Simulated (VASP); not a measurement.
# Si (Fd-3m) in VASP: notebook, part 2 of 2

VASP 6.6.1. The steps go on from the part before.

## Step 3: Relaxation of cell and atoms, PBEsol

This run uses another cell than the first one, of 20.08 Å³/atom, 1.005 times its volume.

File INCAR:

```
ALGO = Normal
EDIFF = 1E-7
EDIFFG = -0.005
ENCUT = 600
GGA = PS
IBRION = 2
ISIF = 3
ISMEAR = 0
KPAR = 4
LASPH = True
LCHARG = False
LREAL = False
LWAVE = False
NELM = 80
NSW = 90
PREC = Accurate
SIGMA = 0.03
```

File KPOINTS:

```
k-points
0
Gamma
  10 10 10
```

File POSCAR:

```
Si                                      
1.0
    0.0000000000      2.7178477094      2.7178477094
    2.7178477094      0.0000000000      2.7178477094
    2.7178477094      2.7178477094      0.0000000000
  Si            
     2
Direct
     0.7500000000000000    0.7500000000000000    0.7500000000000000
     0.5000000000000000    0.5000000000000000    0.5000000000000000
```

Potentials or basis: VASP PAW PBE potentials, release 64 (Si).

Run with:

```bash
> cat potpaw_PBE.64/Si/POTCAR > POTCAR
> mpirun -np 4 vasp_std > vasp.out
```

OUTCAR:

```text
EDIFF = 1E-7
   EDIFFG = -0.005
   ENCUT = 600
   GGA = PS
   IBRION = 2
   ISIF = 3
   ISMEAR = 0
   LASPH = True
   LREAL = False
   NELM = 80
   NSW = 90
   PREC = Accurate

 ion  position               nearest neighbor table
   1  0.750  0.750  0.750-   2 2.35   2 2.35   2 2.35   2 2.35
   2  0.500  0.500  0.500-   1 2.35   1 2.35   1 2.35   1 2.35

  LATTYP: Found a face centered cubic cell.
 ALAT       =     5.4356954188

  Lattice vectors:

 A1 = (   0.0000000000,   2.7178477094,   2.7178477094)
 A2 = (   2.7178477094,   0.0000000000,   2.7178477094)
 A3 = (   2.7178477094,   2.7178477094,   0.0000000000)

Analysis of symmetry for initial positions (statically):
=====================================================================
 Subroutine PRICEL returns:
 Original cell was already a primitive cell.

 Routine SETGRP: Setting up the symmetry group for a
 face centered cubic supercell.

 Subroutine GETGRP returns: Found 48 space group operations
 (whereof 24 operations were pure point group operations)
 out of a pool of 48 trial point group operations.

The static configuration has the point symmetry T_d .
 The point group associated with its full space group is O_h .

Analysis of symmetry for dynamics (positions and initial velocities):
=====================================================================
 Subroutine PRICEL returns:
 Original cell was already a primitive cell.

 Routine SETGRP: Setting up the symmetry group for a
 face centered cubic supercell.

 Subroutine GETGRP returns: Found 48 space group operations
 (whereof 24 operations were pure point group operations)
 out of a pool of 48 trial point group operations.

The dynamic configuration has the point symmetry T_d .
 The point group associated with its full space group is O_h .

 Subroutine INISYM returns: Found 48 space group operations
 (whereof 24 operations are pure point group operations),
 and found     1 'primitive' translations

----------------------------------------------------------------------------------------

                                     Primitive cell

  volume of cell :      40.1518
[... 118 lines left out ...]
   LEPSILON=     F    determine dielectric tensor
   LRPA    =     F    only Hartree local field effects (RPA)
 conjugate gradient relaxation of ions
 non-spin polarized calculation
 Gauss-broadening in eV      SIGMA  =   0.03
  energy-cutoff  :      600.00
  volume of cell :       40.15
 maximum number of plane-waves:      1363
   NGX = 15   NGY = 15   NGZ = 15

 number of electron       7.9999999 magnetization

 Free energy of the ion-electron system (eV)
  ---------------------------------------------------
  ext. energy  EPLUGINS =         0.00000000
  ---------------------------------------------------
  free energy    TOTEN  =       -11.49256018 eV

  energy without entropy =      -11.49256018  energy(sigma->0) =      -11.49256018

 E-fermi :   5.9295     XC(G=0):  -9.5429

 val. band max:        5.7622981985   @ k =   0.0000   0.0000   0.0000
 cond. band min:       6.2336225098   @ k =   0.4000   0.4000   0.0000
 fundamental gap:      0.4713243113
 Fermi energy:         5.9295250030

 k-point     1 :       0.0000    0.0000    0.0000
  band No.  band energies     occupation
      1      -6.2090      2.00000
      2       5.7623      2.00000
      3       5.7623      2.00000
      4       5.7623      2.00000
      5       8.2785      0.00000
      6       8.2785      0.00000
      7       8.2785      0.00000
      8       9.0552      0.00000
[... 243 lines left out ...]
 k-point    24 :       0.4000    0.3000    0.0000
  band No.  band energies     occupation
      1      -4.0431      2.00000
      2       0.3392      2.00000
      3       2.8796      2.00000
      4       3.3137      2.00000
      5       6.7116      0.00000
      6       7.8986      0.00000
      7      12.6608      0.00000
      8      12.7818      0.00000

 [... further k-points ...]

------------------------ aborting loop because EDIFF is reached ----------------------------------------

  FORCE on cell =-STRESS in cart. coord.  units (eV):
  Direction    XX          YY          ZZ          XY          YZ          ZX
  --------------------------------------------------------------------------------------
  -------------------------------------------------------------------------------------
  Total        0.0012481      0.0012481      0.0012481      0.0000000     -0.0000000      0.0000000
  in kB        0.0498016      0.0498016      0.0498016      0.0000000     -0.0000000      0.0000000
  external PRESSURE =       0.0498016 kB  Pullay stress =       0.0000000 kB

 VOLUME and BASIS-vectors are now :
 -----------------------------------------------------------------------------
  energy-cutoff  :      600.00
  volume of cell :       40.15
      direct lattice vectors                 reciprocal lattice vectors
     0.000000000  2.717847709  2.717847709    -0.183969101  0.183969101  0.183969101
     2.717847709  0.000000000  2.717847709     0.183969101 -0.183969101  0.183969101
     2.717847709  2.717847709  0.000000000     0.183969101  0.183969101 -0.183969101

 POSITION                                       TOTAL-FORCE (eV/Angst)
 -----------------------------------------------------------------------------------
      4.07677      4.07677      4.07677        -0.000000     -0.000000      0.000000
      2.71785      2.71785      2.71785         0.000000      0.000000      0.000000
 -----------------------------------------------------------------------------------
    total drift:                               -0.000000     -0.000000     -0.000000

  FREE ENERGIE OF THE ION-ELECTRON SYSTEM (eV)
  ---------------------------------------------------
  free  energy   TOTEN  =       -11.4925601780 eV

  energy  without entropy=      -11.4925601780  energy(sigma->0) =      -11.49256018

 reached required accuracy - stopping structural energy minimisation
```

CONTCAR:

```text
Si
   1.00000000000000
     0.0000000000000000    2.7178477094000000    2.7178477094000000
     2.7178477094000000    0.0000000000000000    2.7178477094000000
     2.7178477094000000    2.7178477094000000    0.0000000000000000
  Si
     2
Direct
     0.7500000000000000    0.7500000000000000    0.7500000000000000
     0.5000000000000000    0.5000000000000000    0.5000000000000000

  0.00000000E+00  0.00000000E+00  0.00000000E+00
  0.00000000E+00  0.00000000E+00  0.00000000E+00
```

Wall time 12 s (4 MPI ranks of Intel Xeon Platinum 8375C at 2.90GHz (Ice Lake), shared host); peak memory 0.16 GiB.

What came out:

```yaml
Free_energy: -11.4926 eV
Pressure_after_relaxing: 0.0 GPa
Band_gap_on_the_k_mesh: 0.47 eV, indirect (least direct gap 2.52 eV)
```

Final structure:
```xyz
2
Lattice="0.0000 2.7178 2.7178 2.7178 0.0000 2.7178 2.7178 2.7178 0.0000" Properties=species:S:1:pos:R:3 pbc="T T T"
Si    4.0768    4.0768    4.0768
Si    2.7178    2.7178    2.7178
```

Caveat: the relaxation stopped at its first step, so nothing moved; the PAW data sets were made with another functional, which shifts forces and pressure a little.

## Step 4: Relaxation of cell and atoms, PBEsol

File INCAR:

```
  PREC = Accurate
  ENCUT = 600
  EDIFF = 1E-6
  ISMEAR = 0
  SIGMA = 0.03
  LREAL = False
  LASPH = True
  NELM = 80
  ALGO = Normal
  ISIF = 3
  LWAVE = False
  LCHARG = False
  GGA = PS
  IBRION = 2
  NSW = 90
  EDIFFG = -0.01
```

File KPOINTS:

```
regular mesh
0
Gamma
  12 12 12
```

File POSCAR:

```
Si
1.0
    0.0000000000      2.7135600000      2.7135600000
    2.7135600000      0.0000000000      2.7135600000
    2.7135600000      2.7135600000      0.0000000000
Si
2
Direct
    0.7500000000      0.7500000000      0.7500000000
    0.5000000000      0.5000000000      0.5000000000
```

Run with:

```bash
> cat potpaw_PBE.64/Si/POTCAR > POTCAR
> mpirun -np 1 vasp_std > vasp.out
```

It took 28 s on 1 thread of Intel Xeon Platinum 8488C (Sapphire Rapids), shared host; peak memory 0.17 GiB.

It converged, with:

| Item | Value |
| --- | --- |
| Free energy | -11.4932 eV |
| Relaxed volume | 20.08 Å³/atom |
| Relaxed cell | a = 3.844 Å, b = 3.844 Å, c = 3.844 Å, α = 60.00°, β = 60.00°, γ = 60.00° |
| Space group after relaxing (to 0.05 Å) | Fd-3m (No. 227) |
| Energy gained by relaxing | 0.1 meV/atom |
| Ionic steps | 3 |
| Pressure after relaxing | 0.0 GPa |
| Band gap on the k mesh | 0.46 eV, indirect (least direct gap 2.52 eV) |

The path:
```
step  energy change (eV)  largest force (eV/Å)  pressure (GPa)  volume (Å³)
   1              0.0000                0.0000            0.46        39.96
   2             -0.0001                0.0000           -0.32        40.29
   3             -0.0003                0.0000            0.00        40.15
```

Final structure:
```xyz
2
Lattice="0.0000 2.7178 2.7178 2.7178 0.0000 2.7178 2.7178 2.7178 0.0000" Properties=species:S:1:pos:R:3 pbc="T T T"
Si    4.0768    4.0768    4.0768
Si    2.7178    2.7178    2.7178
```

Levels at points of the mesh, in eV from the valence-band top:
```
           k point  band 1  band 2  band 3  band 4  band 5  band 6  band 7  band 8
(0.00, 0.00, 0.00)  -11.97    0.00    0.00    0.00    2.52    2.52    2.52    3.29
(0.50, 0.00, 0.00)   -9.63   -7.00   -1.20   -1.20    1.46    3.27    3.27    7.51
(0.50, 0.50, 0.00)   -7.82   -7.82   -2.87   -2.87    0.59    0.59   10.04   10.04
```

Caveat: the PAW data sets were made with another functional, which shifts forces and pressure a little. Zero-point motion and thermal expansion aren't in these numbers.

## Step 5: Relaxation of cell and atoms, PBEsol

This run uses another cell than the first one, of 20.08 Å³/atom, 1.005 times its volume.

INCAR, as its differences from that of step 4:

```diff
@@ -2,3 +2,3 @@
   ENCUT = 600
-  EDIFF = 1E-6
+  EDIFF = 1E-7
   ISMEAR = 0
@@ -15,2 +15,2 @@
   NSW = 90
-  EDIFFG = -0.01
+  EDIFFG = -0.005
```

KPOINTS is that of step 4.

File POSCAR:

```
Si                                      
1.0
    0.0000000000      2.7178433272      2.7178433272
    2.7178433272      0.0000000000      2.7178433272
    2.7178433272      2.7178433272      0.0000000000
  Si            
     2
Direct
     0.7500000000000000    0.7500000000000000    0.7500000000000000
     0.5000000000000000    0.5000000000000000    0.5000000000000000
```

Potentials or basis: VASP PAW PBE potentials, release 64 (Si).

Run with:

```bash
> cat potpaw_PBE.64/Si/POTCAR > POTCAR
> mpirun -np 1 vasp_std > vasp.out
```

OUTCAR:

```text
PREC = Accurate
   ENCUT = 600
   EDIFF = 1E-7
   ISMEAR = 0
   LREAL = False
   LASPH = True
   NELM = 80
   ISIF = 3
   GGA = PS
   IBRION = 2
   NSW = 90
   EDIFFG = -0.005

 ion  position               nearest neighbor table
   1  0.750  0.750  0.750-   2 2.35   2 2.35   2 2.35   2 2.35
   2  0.500  0.500  0.500-   1 2.35   1 2.35   1 2.35   1 2.35

  LATTYP: Found a face centered cubic cell.
 ALAT       =     5.4356866544

  Lattice vectors:

 A1 = (   0.0000000000,   2.7178433272,   2.7178433272)
 A2 = (   2.7178433272,   0.0000000000,   2.7178433272)
 A3 = (   2.7178433272,   2.7178433272,   0.0000000000)

Analysis of symmetry for initial positions (statically):
=====================================================================
 Subroutine PRICEL returns:
 Original cell was already a primitive cell.

 Routine SETGRP: Setting up the symmetry group for a
 face centered cubic supercell.

 Subroutine GETGRP returns: Found 48 space group operations
 (whereof 24 operations were pure point group operations)
 out of a pool of 48 trial point group operations.

[... 170 lines left out ...]
 fundamental gap:      0.4614735836
 Fermi energy:         5.9293172593

 k-point     1 :       0.0000    0.0000    0.0000
  band No.  band energies     occupation
      1      -6.2093      2.00000
      2       5.7620      2.00000
      3       5.7620      2.00000
      4       5.7620      2.00000
      5       8.2783      0.00000
      6       8.2783      0.00000
      7       8.2783      0.00000
      8       9.0549      0.00000
[... 243 lines left out ...]
 k-point    24 :      -0.4167    0.1667    0.0000
  band No.  band energies     occupation
      1      -3.5933      2.00000
      2      -1.0283      2.00000
      3       2.7437      2.00000
      4       4.1625      2.00000
      5       7.8610      0.00000
      6       9.7537      0.00000
      7      10.0967      0.00000
      8      13.6452      0.00000

 [... further k-points ...]

------------------------ aborting loop because EDIFF is reached ----------------------------------------

  FORCE on cell =-STRESS in cart. coord.  units (eV):
  Direction    XX          YY          ZZ          XY          YZ          ZX
  --------------------------------------------------------------------------------------
  -------------------------------------------------------------------------------------
  Total        0.0012420      0.0012420      0.0012420      0.0000000      0.0000000      0.0000000
  in kB        0.0495587      0.0495587      0.0495587      0.0000000      0.0000000      0.0000000
  external PRESSURE =       0.0495587 kB  Pullay stress =       0.0000000 kB

 VOLUME and BASIS-vectors are now :
 -----------------------------------------------------------------------------
  energy-cutoff  :      600.00
  volume of cell :       40.15
      direct lattice vectors                 reciprocal lattice vectors
     0.000000000  2.717843327  2.717843327    -0.183969398  0.183969398  0.183969398
     2.717843327  0.000000000  2.717843327     0.183969398 -0.183969398  0.183969398
     2.717843327  2.717843327  0.000000000     0.183969398  0.183969398 -0.183969398

 POSITION                                       TOTAL-FORCE (eV/Angst)
 -----------------------------------------------------------------------------------
      4.07676      4.07676      4.07676         0.000000     -0.000000     -0.000000
      2.71784      2.71784      2.71784         0.000000      0.000000      0.000000
 -----------------------------------------------------------------------------------
    total drift:                               -0.000000     -0.000000     -0.000000

  FREE ENERGIE OF THE ION-ELECTRON SYSTEM (eV)
  ---------------------------------------------------
  free  energy   TOTEN  =       -11.4932132279 eV

  energy  without entropy=      -11.4932132279  energy(sigma->0) =      -11.49321323

 reached required accuracy - stopping structural energy minimisation
```

CONTCAR:

```text
Si
   1.00000000000000
     0.0000000000000000    2.7178433272000002    2.7178433272000002
     2.7178433272000002    0.0000000000000000    2.7178433272000002
     2.7178433272000002    2.7178433272000002    0.0000000000000000
  Si
     2
Direct
     0.7500000000000000    0.7500000000000000    0.7500000000000000
     0.5000000000000000    0.5000000000000000    0.5000000000000000

  0.00000000E+00  0.00000000E+00  0.00000000E+00
  0.00000000E+00  0.00000000E+00  0.00000000E+00
```

Run time: 21 s. Hardware: 1 thread of Intel Xeon Platinum 8488C (Sapphire Rapids), shared host; peak memory 0.17 GiB.

Results:

```yaml
Free_energy: -11.4932 eV
Pressure_after_relaxing: 0.0 GPa
Band_gap_on_the_k_mesh: 0.46 eV, indirect (least direct gap 2.52 eV)
```

Final structure:
```cif
data_structure
_symmetry_space_group_name_H-M 'P 1'
_symmetry_Int_Tables_number 1
_cell_length_a 3.8436
_cell_length_b 3.8436
_cell_length_c 3.8436
_cell_angle_alpha 60.000
_cell_angle_beta 60.000
_cell_angle_gamma 60.000
_cell_volume 40.15
loop_
_atom_site_label
_atom_site_type_symbol
_atom_site_fract_x
_atom_site_fract_y
_atom_site_fract_z
_atom_site_occupancy
Si1 Si 0.75000 0.75000 0.75000 1
Si2 Si 0.50000 0.50000 0.50000 1
```

Caveat: the relaxation stopped at its first step, so nothing moved; the PAW data sets were made with another functional, which shifts forces and pressure a little. A k mesh can miss the band edges.
